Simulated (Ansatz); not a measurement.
Relaxed LaAlO₃ (R-3c-perovskite type, space group R-3c):

```xyz
10
Lattice="2.7062 1.5624 4.3975 -2.7062 1.5624 4.3975 0.0000 -3.1249 4.3975" Properties=species:S:1:pos:R:3 pbc="T T T"
La     0.0000     0.0000     3.2981
La     0.0000     0.0000     9.8944
Al     0.0000     0.0000     0.0000
Al     0.0000     0.0000     6.5963
O      0.2094     1.5624     7.6956
O     -1.4578    -0.5998     7.6956
O      1.2484    -0.9626     7.6956
O     -0.2094    -1.5624     5.4969
O      1.4578     0.5998     5.4969
O     -1.2484     0.9626     5.4969
```

A phonon eigenvector at Γ is frozen into this cell: atom i moves by Q times the vector below, so Q is the largest atomic displacement, in Å. The cell is held. It is one choice among 2 degenerate patterns.

```csv
atom,x,y,z
La1,0.000,0.039,0.000
La2,0.000,0.039,0.000
Al3,0.109,-0.994,0.000
Al4,-0.109,-0.994,0.000
O5,0.000,0.205,-0.216
O6,-0.208,0.565,0.108
O7,0.208,0.565,0.108
O8,0.000,0.205,-0.216
O9,-0.208,0.565,0.108
O10,0.208,0.565,0.108
```

Method: PBE (plane waves to 420 eV, PAW, scalar-relativistic; Ansatz, a quantum-chemistry and plane-wave program). k mesh 8×8×8 (Γ-centred), Fermi-Dirac smearing 0.05 eV. E stands for the smeared free energy. LaAlO3 is run without spin polarisation. LaAlO3 was relaxed with its symmetry unable to fall. The PAW data are Ansatz's earlier set. ΔE is measured from the undisplaced structure.

```tsv
Q (Å)	ΔE (meV/cell)
-0.1000	240.0
-0.0833	166.5
-0.0667	withheld
-0.0500	59.9
-0.0333	26.6
-0.0167	6.6
0.0000	0.0
0.0167	6.6
0.0333	26.6
0.0500	59.9
0.0667	withheld
0.0833	166.5
0.1000	240.0
```

Problem. Fit an even polynomial form (powers 2, 4) to the given rows and predict ΔE at Q = 0.0667.

Solution. Least squares on the 11 given rows: ΔE = (23970)·Q² + (3587)·Q⁴, in meV/cell with Q in Å; root-mean-square residual 0.05 meV/cell. At 0.0667 the fit gives 106.7 meV/cell; the calculation gives 106.5 meV/cell, so the interpolation is off by 0.2 (+0.2 %). The quadratic term alone would give 106.6 meV/cell.

(For displaced atoms, the force is minus the slope of the energy, and its curvature is a force constant, which sets phonon frequencies.)
